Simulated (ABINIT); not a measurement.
Runs of ABINIT 10.8.3 (patched build) on Nb. Symmetry: Im-3m, No. 229, cubic system. Conventional cell: a = 3.328 Å, b = 3.328 Å, c = 3.328 Å, α = 90.00°, β = 90.00°, γ = 90.00°. Nb (site symmetry m-3m) has 8 Nb at 2.88 Å as nearest neighbours. 

```tsv
potentials or basis	cutoff (eV)	fine-grid cutoff	gap on the mesh (eV)	pressure (GPa)
JTH PAW PBE v2.0	517	1034.03 eV	none	(a)
PseudoDojo NC SR PBE v0.4.1 standard	1333	-	none	-5.1
SG15 NC PBE v1.2	1333	-	none	-3.3
Ansatz PAW PBE default generated set, frozen core	490	979.61 eV	none	-3.3
Ansatz NC r2SCAN	1333	-	none	-3.2
```

Alike in all rows: task single point; level r2SCAN; no spin polarisation; cell as given; k mesh 11 × 11 × 11; smearing fermi-dirac 0.05 eV.

Fill in the values left out.

(a) -3.6.

Caveats: the PAW data sets were made with another functional, which shifts forces and pressure a little (some runs); the potentials were made for another functional, which shifts forces and pressure (some runs); a meta-GGA on potentials with a model core is unreliable (some runs).

A k mesh can miss the band edges, and the runs leave out spin-orbit coupling on Nb.

A gap of «none» marks a metal or a gap under the smearing width.
